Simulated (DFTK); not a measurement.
# Rh (Fm-3m) in DFTK: notebook

Aim: see how the results for Rh move with the level of theory and the settings. Levels: RPBE, TASK. Tasks: equation of state, band structure.

All numbers are computed with DFTK 0.8.2; they aren't measurements. Logs are shortened: lines on timing, memory, paths and dates and some standing lists are left out, and cuts for length are marked.

### 1 The structure

It takes space group Fm-3m (No. 225, cubic). The conventional cell has a = 3.796 Å, b = 3.796 Å, c = 3.796 Å, α = 90.00°, β = 90.00°, γ = 90.00°. Rh (site symmetry m-3m) is surrounded by 12 Rh at 2.68 Å.

### 2 Equation of state, RPBE

The input, run.jl:

```julia
using DFTK
using PseudoPotentialData
using Unitful, UnitfulAtomic
using LinearAlgebra, Printf
include("save.jl")
disable_threading()

lines     = readlines("Rh.xyz")
cell_ang  = reshape(parse.(Float64, split(match(r"Lattice=\"([^\"]+)\"", lines[2])[1])), 3, 3)
lattice   = austrip(1u"Å") * cell_ang
symbols   = [Symbol(split(l)[1]) for l in lines[3:end]]
positions = [round.(cell_ang \ parse.(Float64, split(l)[2:4]); digits=9) for l in lines[3:end]]
pseudopotentials = PseudoFamily("cp2k.nc.sr.pbe.v0_1.largecore.gth")
elements = Dict(s => ElementPsp(s, pseudopotentials) for s in unique(symbols))
atoms    = [elements[s] for s in symbols]

build_model(lattice, positions; symmetries=true) =
    model_DFT(lattice, atoms, positions;
              functionals=[:gga_x_rpbe, :gga_c_pbe],
              temperature=austrip(0.05u"eV"),
              smearing=Smearing.FermiDirac(),
              symmetries)
Ecut  = 45.0  # hartree
kgrid = [9, 9, 9]
tol   = 1e-6
to_GPa = ustrip(uconvert(u"GPa", 1u"hartree/bohr^3"))

results["points"] = []
for scale in [0.94, 0.96, 0.98, 1.0, 1.02, 1.04, 1.06]
    println("\n=== scale = ", scale)
    model = build_model(cbrt(scale) * lattice, positions)
    basis = PlaneWaveBasis(model; Ecut, kgrid)
    t0 = time()
    scfres = self_consistent_field(basis;
                                   tol,
                                   nbandsalg=AdaptiveBands(model; n_bands_converge=9))
    seconds = time() - t0
    @printf "SCF: %d iterations, %.1f s\n" scfres.n_iter seconds
    forces = compute_forces_cart(scfres)
    stress = compute_stresses_cart(scfres)
    @printf "V = %.5f Å^3  F = %.8f Ha  max force = %.5f eV/Å  p = %.4f GPa\n" ustrip(auconvert(u"Å^3", model.unit_cell_volume)) scfres.energies.total ustrip(auconvert(u"eV/Å", maximum(norm, forces))) (-tr(stress) / 3 * to_GPa)
    push!(results["points"], save_scf!(scfres; forces, stress, d=Dict{String,Any}("seconds" => seconds, "n_matvec" => get(scfres, :n_matvec, 0))))
end

# third-order Birch-Murnaghan fit in x = V^(-2/3)
V = [0.94, 0.96, 0.98, 1.0, 1.02, 1.04, 1.06] * abs(det(lattice))
E = [p["total"] for p in results["points"]]
x = V .^ (-2 / 3)
c = [x .^ 0 x x .^ 2 x .^ 3] \ E
Δ = c[3]^2 - 3c[2] * c[4]
if Δ > 0
    x0 = (-c[3] + sqrt(Δ)) / 3c[4]
    B0 = 4 / 9 * x0^(7 / 2) * (2c[3] + 6c[4] * x0)
    @printf "V0 = %.4f Å^3  B0 = %.2f GPa\n" ustrip(auconvert(u"Å^3", x0^(-3 / 2))) B0 * to_GPa
end
```

The input, Rh.xyz:

```xyz
1
Lattice="0.0000000000 1.8978500000 1.8978500000 1.8978500000 0.0000000000 1.8978500000 1.8978500000 1.8978500000 0.0000000000" Properties=species:S:1:pos:R:3 pbc="T T T"
Rh     0.0000000000      0.0000000000      0.0000000000
```

Potentials or basis: cp2k.nc.sr.pbe.v0_1.largecore.gth (PBE, GTH, large core).

Started as:

```sh
julia --threads=1 run.jl  # save.jl only writes the numbers to a file and isn't shown; printed stress counts tension as positive; times include loading and compiling
```

The log of the run:

```text
=== scale = 0.94
n     Energy            log10(ΔE)   log10(Δρ)   Diag   Δtime
---   ---------------   ---------   ---------   ----   ------
  1   -21.48742794994                   -0.02    4.8    2.92s
  2   -21.80041416693       -0.50       -0.26    2.1    1.62s
  3   -21.92099498454       -0.92       -0.65    3.2    2.49s
  4   -21.93605743654       -1.82       -1.14    2.3    1.16s
  5   -21.93695763175       -3.05       -1.86    1.3    1.70s
  6   -21.93704147444       -4.08       -2.55    1.9    1.01s
  7   -21.93704244390       -6.01       -2.83    1.4    1.57s
  8   -21.93704342845       -6.01       -3.71    1.5    965ms
  9   -21.93704345338       -7.60       -4.49    2.0    1.78s
 10   -21.93704345395       -9.24       -4.76    1.9    1.15s
[... 71 further cycles ...]
  4   -21.94257188077       -1.48       -1.06    2.7    2.04s
  5   -21.94298229420       -3.39       -1.44    1.0    2.53s
  6   -21.94360967498       -3.20       -2.23    1.0    994ms
  7   -21.94361141464       -5.76       -2.47    1.3    2.06s
  8   -21.94361743480       -5.22       -3.26    1.5    994ms
  9   -21.94361754977       -6.94       -3.57    2.2    1.93s
 10   -21.94361758676       -7.43       -4.24    1.0    1.04s
 11   -21.94361758820       -8.84       -4.56    1.7    2.64s
 12   -21.94361758840       -9.69       -5.08    1.3    1.15s
 13   -21.94361758844      -10.44       -6.29    1.4    1.12s
SCF: 13 iterations, 23.9 s
V = 14.49177 Å^3  F = -21.94361759 Ha  max force = 0.00000 eV/Å  p = -13.5620 GPa
V0 = 14.5308 Å^3  B0 = 216.58 GPa
```

Run time: 3.3 min. Hardware: 1 thread of Intel Xeon 6975P-C (Granite Rapids), shared host; peak memory 1.6 GiB.

These settings aren't checked as converged: the numbers below hold their error.

What came out:

- Equilibrium volume: 14.53 Å³/atom (rough: see the caveat)
- Bulk modulus: 217 GPa (rough)

Caveat: the minimum lies outside the volumes run; the fit is doubtful: noisy points or a state that changes with volume; the cutoff is short for these potentials, so energies and forces aren't converged, fitted volumes are rough and the log's stress (off by 3 to 10 GPa or more in trials) isn't used; the potentials were made for another functional, which shifts forces and pressure; this set keeps more shells in the core, which shifts pressures and gaps.

### 3 Band structure, TASK

The input, run.jl:

```julia
using DFTK
using PseudoPotentialData
using Unitful, UnitfulAtomic
using LinearAlgebra, Printf
using AtomsBase
include("save.jl")
disable_threading()

cell = [[0.0, 1.89785, 1.89785],
        [1.89785, 0.0, 1.89785],
        [1.89785, 1.89785, 0.0]]u"Å"
system = periodic_system([:Rh => [0.0, 0.0, 0.0]],
                         cell; fractional=true)
lattice   = austrip.(hcat(cell_vectors(system)...))
symbols   = atomic_symbol(system, :) .|> Symbol
positions = [lattice \ austrip.(position(system, i)) for i in 1:length(system)]
pseudopotentials = Dict(:Rh => "Rh.upf")
elements = Dict(s => ElementPsp(s, pseudopotentials; rcut=10.0) for s in unique(symbols))
atoms    = [elements[s] for s in symbols]

build_model(lattice, positions; symmetries=true) =
    model_DFT(lattice, atoms, positions;
              functionals=[:mgga_x_task, :lda_c_pw],
              temperature=austrip(0.05u"eV"),
              smearing=Smearing.FermiDirac(),
              symmetries)
Ecut  = 44.0  # hartree
kgrid = [10, 10, 10]
tol   = 1e-6
to_GPa = ustrip(uconvert(u"GPa", 1u"hartree/bohr^3"))

model = build_model(lattice, positions)
basis = PlaneWaveBasis(model; Ecut, kgrid)
display(basis)
scfres = self_consistent_field(basis;
                               tol,
                               nbandsalg=AdaptiveBands(model; n_bands_converge=13),
                               solver=ScfAndersonSolver())
display(scfres.energies)
@printf "Fermi level: %.6f eV\n" ustrip(auconvert(u"eV", something(scfres.εF, NaN)))
forces = compute_forces_cart(scfres)
println("Forces (eV/Å)")
for (s, f) in zip(symbols, forces)
    @printf "%-3s %12.6f %12.6f %12.6f\n" s ustrip.(auconvert.(u"eV/Å", f))...
end
stress = compute_stresses_cart(scfres)
println("Stress (GPa)")
display(round.(stress * to_GPa; digits=4))
println("Levels at the first k-point (eV): ", round.(ustrip.(auconvert.(u"eV", scfres.eigenvalues[1][1:scfres.n_bands_converge])); digits=4))
save_scf!(scfres; forces, stress)

points = Dict("G" => [0.0, 0.0, 0.0], "K" => [0.375, 0.375, 0.75], "L" => [0.5, 0.5, 0.5], "U" => [0.625, 0.25, 0.625], "W" => [0.5, 0.25, 0.75], "X" => [0.5, 0.0, 0.5])
segments = [("G", "X", 7), ("X", "W", 4), ("W", "K", 3), ("K", "G", 7), ("G", "L", 6), ("L", "U", 4), ("U", "W", 3), ("W", "L", 5), ("L", "K", 4), ("U", "X", 3)]
kcoords = vcat([[points[a] + t * (points[b] - points[a]) for t in range(0, 1, n)] for (a, b, n) in segments]...)
bands = compute_bands(scfres, ExplicitKpoints(kcoords); n_bands=15, tol=1e-5)
for (k, ε) in zip(bands.basis.kpoints, bands.eigenvalues)
    @printf "%d %8.4f %8.4f %8.4f " k.spin k.coordinate...
    println(join([@sprintf("%9.4f", e) for e in ustrip.(auconvert.(u"eV", ε .- scfres.εF))]))
end
results["band_energies"] = rows(bands.eigenvalues); results["band_kpoints"] = rows(kcoords)
```

Potentials or basis: in-house norm-conserving set (r2SCAN, scalar relativistic).

Started as:

```sh
julia --threads=1 run.jl  # save.jl only writes the numbers to a file and isn't shown; printed stress counts tension as positive; times include loading and compiling
```

Wall time 2.9 min (1 thread of Intel Xeon 6975P-C (Granite Rapids), shared host); peak memory 1.7 GiB.

Results (log left out):

```yaml
Free_energy: -3118.4539 eV
Pressure: 1.5 GPa
Band_gap_on_the_k_mesh: none (metal or under the smearing width)
```

Levels at the corners of the path, in eV from the Fermi level:
| point | band 6 | band 7 | band 8 | band 9 | band 10 | band 11 |
| --- | --- | --- | --- | --- | --- | --- |
| Γ | -3.38 | -3.38 | -3.38 | -1.13 | -1.13 | 17.50 |
| X | -6.53 | 0.53 | 1.04 | 1.04 | 3.78 | 13.51 |
| W | -4.15 | -4.15 | -1.36 | 1.05 | 10.71 | 10.71 |
| K | -5.21 | -2.24 | -0.80 | 0.38 | 8.75 | 9.57 |
| Γ | -3.38 | -3.38 | -3.38 | -1.13 | -1.13 | 17.50 |
| L | -3.48 | -3.48 | 0.58 | 0.58 | 1.03 | 9.48 |
| U | -5.21 | -2.24 | -0.80 | 0.38 | 8.75 | 9.57 |
| W | -4.15 | -4.15 | -1.36 | 1.05 | 10.71 | 10.71 |
| L | -3.48 | -3.48 | 0.58 | 0.58 | 1.03 | 9.48 |
| K | -5.21 | -2.24 | -0.80 | 0.38 | 8.75 | 9.57 |
| U | -5.21 | -2.24 | -0.80 | 0.38 | 8.75 | 9.57 |
| X | -6.53 | 0.53 | 1.04 | 1.04 | 3.78 | 13.51 |

Caveat: the potentials were made for another functional, which shifts forces and pressure.

### 4 The reference run

An earlier run on the cell as given: functional PBE; potentials or basis dojo.nc.sr.pbe.v0_4_1.standard.upf (PBE); cutoff 1197 eV; k mesh 12 × 12 × 12; occupations fermi-dirac, width 0.05 eV; no spin polarisation.

- Pressure: 7.5 GPa
- Band gap on the k mesh: none (metal or under the smearing width)
